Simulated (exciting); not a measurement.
## MgO under changes of volume

One of the cells (9.221 Å³/atom); the others are scaled copies at fixed shape and fractional positions:

```
CELL_PARAMETERS angstrom
0.00000 2.09700 2.09700
2.09700 0.00000 2.09700
2.09700 2.09700 0.00000
ATOMIC_POSITIONS crystal
Mg 0.00000 0.00000 0.00000
O 0.50000 0.50000 0.50000
```

The cell is a database's computed one.

- Program: exciting (release sodium)
- Functional: PBE
- Potentials or basis: all-electron LAPW+lo, shipped species files, valence relativity iora*
- rgkmax: 7.5
- k mesh: 11 × 11 × 11
- Occupations: fermi-dirac, width 0.05 eV
- Spin: no spin polarisation

```csv
volume (Å³/atom),energy over the lowest point (meV/atom),gap on the mesh (eV)
8.668,54.20,5.51
8.853,?,?
9.037,19.29,5.08
9.221,9.02,4.87
9.406,2.66,4.68
9.590,0.00,4.50
9.775,0.79,4.32
```

Problem. What does the run at 8.853 Å³/atom give?

Solution. Energy over the lowest point 34.30 meV/atom; gap on the mesh 5.29 eV.

Worked out: A Birch-Murnaghan fit of order 3 (a polynomial in V^(-2/3)) to the other rows has its minimum at 9.64 Å³/atom with B0 = V·E''(V) = 147 GPa and B' = 4.3. It gives 34.20 meV/atom at 8.853 Å³/atom, against the run's 34.30. A straight line through the other rows of the gap, of slope -9.9 eV per unit of ln V (its deformation potential), gives 5.29 eV, against the run's 5.29.

Energies are extrapolated to zero smearing.
